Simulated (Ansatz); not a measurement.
System: I (fcc type), 1 atom in the cell.

```
I
1.0
     0.00000    2.59620    2.59620
     2.59620    0.00000    2.59620
     2.59620    2.59620    0.00000
I
1
Direct
  0.00000 0.00000 0.00000
```

Code and potentials: Ansatz PAW hard set, 700 eV. Settings of the plain PBE run: k-mesh 4×4×4 Γ-centred; Fermi–Dirac smearing of 0.15 eV; no spin polarisation; no spin–orbit coupling.

Plain PBE gives:

```yaml
Pressure: 0.04 GPa
```

Problem. What changes under PBE with spin–orbit coupling?

Solution. The pressure rises by 0.92 GPa to 0.96 GPa.

The stress includes the program's correction for the finite plane-wave basis.

The k-mesh is coarse, so these values belong to this mesh and can lie far from the converged ones. This cubic structure is a model: it isn't the usual form of the substance at ambient conditions, and such phases are metastable or hypothetical.
